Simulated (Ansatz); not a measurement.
## BaS: stiffness from a series of strains

```xyz
2
Lattice="0.0000 3.1938 3.1938 3.1938 0.0000 3.1938 3.1938 3.1938 0.0000" Properties=species:S:1:pos:R:3 pbc="T T T"
Ba    0.0000    0.0000    0.0000
S     3.1938    3.1938    3.1938
```

Atom numbers follow the list: Ba1, S2.

The cell is COD entry 9008600, as deposited and not checked against the literature; nothing was relaxed.

Spin–orbit coupling is left out, though it moves levels of the heavy atoms by tenths of an eV or more.

Level of theory: Ansatz 0.2.0, DFT, PBE, all-electron LAPW, scalar-relativistic.

Sampling and basis: a Γ-centred 8×8×8 k mesh, Fermi–Dirac smearing of 0.02 eV, basis error target 0.25 meV/atom, no spin polarisation.

The strain is applied along the Cartesian axes of the cell as listed (the other components stay zero). Fractional coordinates are held (clamped ions).

σ is the change of stress from the unstrained cell, which is at 0.83 GPa; tension is positive, so slopes are stress–strain coefficients at that pressure.

Only quantities that a quadratic follows smoothly over the whole series are listed; rougher ones are left out.

```csv
εxx = εyy,σzz (GPa),σxx (GPa)
-0.0300,-1.18,-4.34
-0.0100,-0.38,-1.26
0.0000,0.00,0.00
0.0100,0.37,1.10
0.0200,0.73,2.05
0.0300,1.07,2.88
```

Q: Fit the series and read off the stiffness at zero strain.

A: Least-squares fits y = p0 + p1 x + p2 x² to the rows give σzz (GPa): p1 = 37.5, p2 = -62; σxx (GPa): p1 = 120, p2 = -810. So 2 C12 = 38 GPa and C11 + C12 = 120 GPa.

Q: One run, at εxx = εyy = -0.0200, is withheld. Predict its row.

A: The fits give -0.77, -2.73; the run gave -0.78, -2.70.
